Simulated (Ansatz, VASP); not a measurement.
**Equation of state of CoO under PBE**

The structure is cubic, space group Pm-3m (No. 221). Conventional cell: a = 2.571 Å, b = 2.571 Å, c = 2.571 Å, α = 90.00°, β = 90.00°, γ = 90.00°. Co (site symmetry m-3m) has 8 O at 2.23 Å as nearest neighbours. O (site symmetry m-3m) is surrounded by 8 Co at 2.23 Å.

Measurements of this composition are mostly on another form, of space group No. 225.

The cell was scaled at fixed shape and fractions and run with Ansatz, Ansatz PAW (earlier soft set), cutoff 420 eV; PBE, k mesh 10 × 10 × 10 on the cell of 2 atoms, fermi-dirac occupations of 0.05 eV, collinear spin, ferromagnetic start, no spin-orbit coupling. Energies are those that the program minimises, any entropy of the smearing included. The magnetic state is the one that the start led to, which needn't be the lowest.

| V (Å³/atom) | energy over the lowest row (meV/atom) |
| --- | --- |
| 7.9830 | 79.33 |
| 8.1528 | 51.68 |
| 8.3227 | 30.58 |
| 8.4925 | ? |
| 8.6624 | 5.66 |
| 8.8322 | 0.67 |
| 9.0021 | 0.00 |

Question: Fit the third-order Birch-Murnaghan form, give V0, B0 and B′, and predict the energy left open.

Answer: With y = (V0/V)^(2/3), E = E0 + (9 V0 B0/16) [(y - 1)³ B′ + (y - 1)² (6 - 4y)]. Least squares through the rows shown give V0 = 8.9442 Å³/atom, E0 = -0.23 meV, B0 = 200.5 GPa (1 eV/Å³ = 160.218 GPa) and B′ = 4.49, with a largest miss of 0.02 meV. At V = 8.4925 the form with these constants gives 15.46 meV; the run gave 15.45 meV an atom. Other set-ups at this level, from all their volumes (Å³/atom, GPa): VASP, PBE PAW files Co, O, 520 eV: V0 8.933, B0 200.1.

The fitted minimum at 8.9442 Å³/atom lies between the two largest volumes sampled, so the curve mainly describes compression. The printed cell is itself on the compressed side, and its Co–O distance of 2.23 Å is therefore shorter than the one at equilibrium. The energy climbs ever more steeply as the volume falls because overlap repulsion between the Co and O shells grows faster than the electrostatic and covalent attraction; the positive B′ expresses the same stiffening. Eightfold coordination spreads the bonding over more and longer contacts than in the sixfold rock-salt form, yet packs the ions more densely, which is why such a structure is normally favoured by pressure. The close prediction of the omitted energy suggests a single smooth electronic branch over this range, with no abrupt spin collapse. The near agreement in V0 and B0 with the other set-up indicates that the core treatment matters little here. Without the corresponding rock-salt curve, neither the relative stability of the two forms nor a transition pressure follows.
